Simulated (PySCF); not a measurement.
Spectrum to structure. The calculation used TDDFT CAM-B3LYP/aug-cc-pVTZ, vertical, gas phase, core orbitals frozen in the response (PySCF). Geometries: PBE0-D3(BJ)/def2-TZVP, one conformer each.

```json
{"state": "S1", "λ (nm)": "118.9", "f": "0.021"}
{"state": "S2", "λ (nm)": "111.7", "f": "0.0000"}
{"state": "S3", "λ (nm)": "109.7", "f": "0.0038"}
{"state": "S4", "λ (nm)": "109.7", "f": "0.0038"}
{"state": "S5", "λ (nm)": "107.8", "f": "0.157"}
{"state": "S6", "λ (nm)": "105.1", "f": "0.086"}
{"state": "S7", "λ (nm)": "105.1", "f": "0.086"}
{"state": "S8", "λ (nm)": "103.6", "f": "0.0000"}
{"state": "S9", "λ (nm)": "103.2", "f": "0.0009"}
{"state": "S10", "λ (nm)": "103.2", "f": "0.0009"}
```

Triplets computed (Tamm–Dancoff): 10.04, 11.02, 11.02, 11.04 eV.

Question: Which structure fits?
A. `C(F)(F)F`
B. `S(C=C)C=C`
C. `C1=CCSC1`
D. `c1cc1=O`

Answer: A. Its S1, at 10.43 eV, is the highest among the candidates; the nearest of the others has S1 at 5.16 eV. S1 is HOMO→LUMO (89%). Löwdin shares by element: HOMO fluorine 61%, carbon 25%; LUMO hydrogen 86%, carbon 10%. At the same level the other candidates give, for their lowest levels:
- `C1=CCSC1`: 240 nm (f 0.000); 229 nm (f 0.010); 217 nm (f 0.018); 205 nm (f 0.010); 202 nm (f 0.010); T1 4.39 eV; HOMO -7.56, LUMO 0.22 eV
- `O=c1cc1`: 282 nm (f 0.000); 222 nm (f 0.000); 199 nm (f 0.007); 186 nm (f 0.030); 181 nm (f 0.003); T1 3.98 eV; HOMO -8.46, LUMO -0.16 eV
- `C=CSC=C`: 244 nm (f 0.009); 234 nm (f 0.010); 233 nm (f 0.005); 228 nm (f 0.538); 218 nm (f 0.003); T1 3.70 eV; HOMO -7.29, LUMO 0.29 eV

Orbitals of the list HOMO-3 to LUMO+2 that lie within 0.01 eV of each other are written together with a slash and their weights summed (≥ marks a lower bound); for degenerate orbitals outside that list single weights are arbitrary.
